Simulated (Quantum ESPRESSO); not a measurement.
**CaSe in Quantum ESPRESSO: the effect of functional**

The system is CaSe.

```
Se Ca
1.0
     0.00000    2.95600    2.95600
     2.95600    0.00000    2.95600
     2.95600    2.95600    0.00000
Se Ca
1 1
Direct
  0.50000 0.50000 0.50000
  0.00000 0.00000 0.00000
```

Alike in all runs:

```yaml
Program: Quantum ESPRESSO 7.5
Task: dielectric tensor
Cutoff: 1170 eV
Density_cutoff: 4680 eV
k_mesh: 6 × 6 × 6, shifted
Occupations: fermi-dirac, width 0.05 eV
Spin: no spin polarisation
```

```csv
functional,potentials or basis,pressure (GPa),dielectric constant (mean)
LDA,PseudoDojo 0.4.1 SR LDA standard,-3.2,5.83
PBEsol,PseudoDojo 0.4.1 SR PBEsol standard,-1.1,5.76
WC,PseudoDojo 0.4.1 SR PBE standard,-1.2,5.72
BLYP,PseudoDojo 0.4.1 SR PBE standard,?,?
```

Question: What does the run with functional BLYP give?

Answer: Pressure 3.1 GPa; dielectric constant 5.44 mean.

Caveats: the cell is more than 3 GPa from zero pressure, which shifts response properties (some runs); the potentials were made for another functional, which shifts forces and pressure (some runs).

Runs at the PBE level aren't shown here.
